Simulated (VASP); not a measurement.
# InP (F-43m) in VASP: further runs, part 2 of 2

VASP 6.6.1. The steps go on from the part before.

## Step 4: Relaxation of cell and atoms, PBE

INCAR reads:

```
ALGO = Normal ; EDIFF = 1E-6
EDIFFG = -0.01 ; ENCUT = 600
GGA = PE ; IBRION = 2
ISIF = 3 ; ISMEAR = 0
LASPH = True ; LCHARG = False
LREAL = False ; LWAVE = False
NELM = 80 ; NSW = 90
PREC = Accurate ; SIGMA = 0.03
```

KPOINTS reads:

```
k-points
0
Gamma
  8 8 8
```

POSCAR reads:

```
InP
1.0
    0.0000000000      2.9305000000      2.9305000000
    2.9305000000      0.0000000000      2.9305000000
    2.9305000000      2.9305000000      0.0000000000
In P
1 1
Direct
    0.0000000000      0.0000000000      0.0000000000
    0.2500000000      0.2500000000      0.2500000000
```

Potentials or basis: VASP PAW PBE potentials, release 64 (In_d, P).

Command:

```sh
$ cat potpaw_PBE.64/In_d/POTCAR potpaw_PBE.64/P/POTCAR > POTCAR
$ mpirun -np 1 vasp_std > vasp.out
```

OUTCAR:

```text
EDIFF = 1E-6
   EDIFFG = -0.01
   ENCUT = 600
   GGA = PE
   IBRION = 2
   ISIF = 3
   ISMEAR = 0
   LASPH = True
   LREAL = False
   NELM = 80
   NSW = 90
   PREC = Accurate

 ion  position               nearest neighbor table
   1  0.000  0.000  0.000-   2 2.54   2 2.54   2 2.54   2 2.54
   2  0.250  0.250  0.250-   1 2.54   1 2.54   1 2.54   1 2.54

  LATTYP: Found a face centered cubic cell.
 ALAT       =     5.8610000000

  Lattice vectors:

 A1 = (   0.0000000000,   2.9305000000,   2.9305000000)
 A2 = (   2.9305000000,   0.0000000000,   2.9305000000)
 A3 = (   2.9305000000,   2.9305000000,   0.0000000000)

Analysis of symmetry for initial positions (statically):
=====================================================================
 Subroutine PRICEL returns:
 Original cell was already a primitive cell.

 Routine SETGRP: Setting up the symmetry group for a
 face centered cubic supercell.

 Subroutine GETGRP returns: Found 24 space group operations
 (whereof 24 operations were pure point group operations)
 out of a pool of 48 trial point group operations.

The static configuration has the point symmetry T_d .

Analysis of symmetry for dynamics (positions and initial velocities):
=====================================================================
 Subroutine PRICEL returns:
[... 235 lines left out ...]
  ---------------------------------------------------
  ext. energy  EPLUGINS =         0.00000000
  ---------------------------------------------------
  free energy    TOTEN  =        -8.40596664 eV

  energy without entropy =       -8.40596664  energy(sigma->0) =       -8.40596664

 E-fermi :   4.8483     XC(G=0):  -9.0650

 val. band max:        4.6639307050   @ k =   0.0000   0.0000   0.0000
 cond. band min:       5.1060003420   @ k =   0.0000   0.0000   0.0000
 fundamental gap:      0.4420696371
 Fermi energy:         4.8482992802

 k-point     1 :       0.0000    0.0000    0.0000
  band No.  band energies     occupation
      1      -9.4336      2.00000
      2      -9.4336      2.00000
      3      -9.4336      2.00000
      4      -9.3048      2.00000
      5      -9.3048      2.00000
      6      -6.5266      2.00000
      7       4.6639      2.00000
      8       4.6639      2.00000
      9       4.6639      2.00000
     10       5.1060      0.00000
     11       8.7526      0.00000
     12       8.7526      0.00000
     13       8.7526      0.00000
[... 354 lines left out ...]
  band No.  band energies     occupation
      1      -9.5435      2.00000
      2      -9.3925      2.00000
      3      -9.3758      2.00000
      4      -9.3089      2.00000
      5      -9.2937      2.00000
      6      -4.6699      2.00000
      7      -0.6603      2.00000
      8       2.1381      2.00000
      9       3.1519      2.00000
     10       7.6871      0.00000
     11       8.8720      0.00000
     12      10.4357      0.00000
     13      11.7401      0.00000

 [... further k-points ...]

------------------------ aborting loop because EDIFF is reached ----------------------------------------

  FORCE on cell =-STRESS in cart. coord.  units (eV):
  Direction    XX          YY          ZZ          XY          YZ          ZX
  --------------------------------------------------------------------------------------
  -------------------------------------------------------------------------------------
  Total        0.0038017      0.0038017      0.0038017     -0.0000000      0.0000000     -0.0000000
  in kB        0.1151800      0.1151800      0.1151800     -0.0000000      0.0000000     -0.0000000
  external PRESSURE =       0.1151800 kB  Pullay stress =       0.0000000 kB
[... 17 lines left out ...]
  FREE ENERGIE OF THE ION-ELECTRON SYSTEM (eV)
  ---------------------------------------------------
  free  energy   TOTEN  =        -8.4059666422 eV

  energy  without entropy=       -8.4059666422  energy(sigma->0) =       -8.40596664

 reached required accuracy - stopping structural energy minimisation
```

OSZICAR:

```text
N       E                     dE             d eps       ncg     rms          rms(c)
DAV:   1     0.119362696688E+03    0.11936E+03   -0.92729E+03   754   0.170E+03
[... 27 lines left out ...]
DAV:   2    -0.841980637393E+01    0.84305E-01   -0.18446E-01   944   0.113E+01    0.720E-01
DAV:   3    -0.840620898931E+01    0.13597E-01   -0.41691E-02   984   0.470E+00    0.429E-01
DAV:   4    -0.840614038347E+01    0.68606E-04   -0.16813E-03   787   0.430E-01    0.310E-01
DAV:   5    -0.840596096775E+01    0.17942E-03   -0.23864E-04   979   0.171E-01    0.975E-02
DAV:   6    -0.840597574982E+01   -0.14782E-04   -0.84525E-05  1151   0.126E-01    0.298E-02
DAV:   7    -0.840596687994E+01    0.88699E-05   -0.11008E-05   950   0.450E-02    0.276E-03
DAV:   8    -0.840596664219E+01    0.23774E-06   -0.39636E-07   412   0.949E-03
   3 F= -.84059666E+01 E0= -.84059666E+01  d E =-.250922E-01
```

CONTCAR:

```text
InP
   1.00000000000000
     0.0000000000000000    2.9791538215904279    2.9791538215904279
     2.9791538215904279    0.0000000000000000    2.9791538215904279
     2.9791538215904279    2.9791538215904279    0.0000000000000000
  In              P
     1     1
Direct
     0.0000000000000000    0.0000000000000000    0.0000000000000000
     0.2500000000000000    0.2500000000000000    0.2500000000000000

  0.00000000E+00  0.00000000E+00  0.00000000E+00
  0.00000000E+00  0.00000000E+00  0.00000000E+00
```

It took 26 s on 1 thread of Intel Xeon 6975P-C (Granite Rapids), shared host; peak memory 0.21 GiB.

Results:

- Free energy: -8.4060 eV
- Relaxed volume: 26.44 Å³/atom
- Relaxed cell: a = 4.213 Å, b = 4.213 Å, c = 4.213 Å, α = 60.00°, β = 60.00°, γ = 60.00°
- Space group after relaxing (to 0.05 Å): F-43m (No. 216)
- Energy gained by relaxing: 12.5 meV/atom
- Ionic steps: 3
- Pressure after relaxing: 0.0 GPa
- Band gap on the k mesh: 0.44 eV, direct

Step by step:
| step | energy change (eV) | largest force (eV/Å) | pressure (GPa) | volume (Å³) |
| --- | --- | --- | --- | --- |
| 1 | 0.0000 | 0.0000 | 3.30 | 50.33 |
| 2 | -0.0192 | 0.0000 | -1.39 | 54.20 |
| 3 | -0.0251 | 0.0000 | 0.01 | 52.88 |

Final structure:
```xyz
2
Lattice="0.0000 2.9792 2.9792 2.9792 0.0000 2.9792 2.9792 2.9792 0.0000" Properties=species:S:1:pos:R:3 pbc="T T T"
In    0.0000    0.0000    0.0000
P     1.4896    1.4896    1.4896
```

Levels at points of the mesh, in eV from the valence-band top:
```tsv
k point	band 6	band 7	band 8	band 9	band 10	band 11	band 12	band 13
(0.00, 0.00, 0.00)	-11.19	0.00	0.00	0.00	0.44	4.09	4.09	4.09
(0.50, 0.00, 0.00)	-9.62	-5.48	-0.90	-0.90	1.38	4.80	4.80	6.99
(0.50, 0.50, 0.00)	-9.03	-5.54	-2.16	-2.16	1.84	2.26	8.91	9.26
```

Caveat: spin-orbit coupling is left out, which moves the levels of the heavy elements. PBE usually gives volumes a little too large and moduli too small.
